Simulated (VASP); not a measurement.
**MnAs under changes of volume**

One of the cells (19.374 Å³/atom); the others are scaled copies at fixed shape and fractional positions:

```
Mn As
1.0
     3.38388    0.00000    0.00000
     0.00000    3.38388    0.00000
     0.00000    0.00000    3.38388
Mn As
1 1
Direct
  0.00000 0.00000 0.00000
  0.50000 0.50000 0.50000
```

The cell was built by a generator and needn't be a form met in nature.

* Program: VASP 6.6.1
* Functional: r2SCAN
* Potentials or basis: VASP PAW PBE potentials, release 64 (Mn_pv, As)
* Cutoff: 520 eV
* k mesh: 8 × 8 × 8
* Occupations: fermi-dirac, width 0.05 eV
* Spin: collinear spin, ferromagnetic start
* Starting moments: [4.0, 0.0] μB

```tsv
volume (Å³/atom)	energy over the lowest point (meV/atom)	pressure (GPa)	moment (μB per cell)
17.854	0.00	-4.6	3.81
18.234	?	?	?
18.614	26.42	-6.4	3.90
19.374	60.74	-8.0	3.97
19.754	80.43	-8.7	4.01
20.134	101.66	-9.3	4.03
```

What does the run at 18.234 Å³/atom give?

Energy over the lowest point 12.04 meV/atom; pressure -5.6 GPa; moment 3.86 μB per cell.

Worked out: A Birch-Murnaghan fit of order 3 (a polynomial in V^(-2/3)) to the other rows has no minimum within the range. It gives 12.14 meV/atom at 18.234 Å³/atom, against the run's 12.04, and -dE/dV = -5.6 GPa, against -5.6. A parabola through the other rows of the moment, of slope 0.118 μB per Å³/atom there, gives 3.86 μB, against the run's 3.86.

Energies are extrapolated to zero smearing.

Caveats: the PAW data sets were made with another functional, which shifts forces and pressure a little; a cell with one magnetic atom can't hold antiferromagnetic order, which such compounds often take.
